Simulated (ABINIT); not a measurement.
ZnS (Wurtzite-2H):

```
Zn S
1.0
     3.81100    0.00000    0.00000
    -1.90550    3.30042    0.00000
     0.00000    0.00000    6.23400
Zn S
2 2
Direct
  0.66667 0.33333 0.50000
  0.33333 0.66667 0.00000
  0.66667 0.33333 0.88500
  0.33333 0.66667 0.38500
```

Base run:

| Item | Value |
| --- | --- |
| Program | ABINIT 10.8.3 (patched build) |
| Functional | BLYP |
| Potentials or basis | JTH PAW PBE v2.0 |
| Cutoff | 707 eV |
| k mesh | 8 × 8 × 5 |
| Occupations | fermi-dirac, width 0.05 eV |
| Spin | no spin polarisation |

Its results: band gap on the k mesh 2.22 eV, direct; pressure 6.3 GPa; largest force 0.339 eV/Å.

Q: After a change of settings the same cell gave: band gap on the k mesh 2.80 eV, direct; pressure 0.2 GPa; largest force 0.321 eV/Å. Which change was it?
A. functional from BLYP to AM05
B. functional from BLYP to RPBE
C. functional from BLYP to r2SCAN
D. functional from BLYP to LDA

A: C.

r2SCAN gives the wider gap, since meta-GGAs in the generalised Kohn-Sham scheme recover part of the derivative discontinuity.

Caveats: the PAW data sets were made with another functional, which shifts forces and pressure a little.

Runs at the PBE level aren't shown here.
